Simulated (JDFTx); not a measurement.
# SiS (silylene, thioxo-) in JDFTx: the effect of solvation model

Molecule: SiS (silylene, thioxo-), in a box.

```
CELL_PARAMETERS angstrom
9.00000 0.00000 0.00000
0.00000 9.00000 0.00000
0.00000 0.00000 11.00000
ATOMIC_POSITIONS crystal
Si 0.50144 0.50233 0.41539
S 0.50144 0.50233 0.59079
```

Alike in all runs:

| Property | Result |
| --- | --- |
| Program | JDFTx 1.7.0 (patched build) |
| Task | solvation |
| Functional | PW91 |
| Potentials or basis | PseudoDojo-SR-PBE-0.5-standard with smoothed tails |
| Cutoff | 707 eV |
| Density cutoff | 2830 eV |
| k mesh | 1 × 1 × 1 |
| Occupations | fixed |
| Spin | no spin polarisation |

**Question.** One run gave: largest force 1.33 eV/Å. Which solvation model did it use?
A. GLSSA13 LinearPCM
B. SCCS_g03 LinearPCM
C. LA12 LinearPCM
D. SCCS_g09beta LinearPCM
E. GLSSA13 NonlinearPCM

**Answer.** C.

| solvation model | largest force (eV/Å) |
| --- | --- |
| GLSSA13 LinearPCM | 1.05 |
| SCCS_g03 LinearPCM | 1.07 |
| SCCS_g09beta LinearPCM | 0.88 |
| LA12 LinearPCM | 1.33 |
| CANDLE LinearPCM | 1.06 |
| GLSSA13 NonlinearPCM | 1.07 |

Caveats: forces may be off by hundredths of an eV/Å; the cores' own exchange energy is taken off the total, which shifts forces and pressure where cores overlap; forces in the liquid are good to some per cent; the liquid is a continuum model, checked here against plausible ranges alone; the potentials were made for another functional, which shifts forces and pressure.
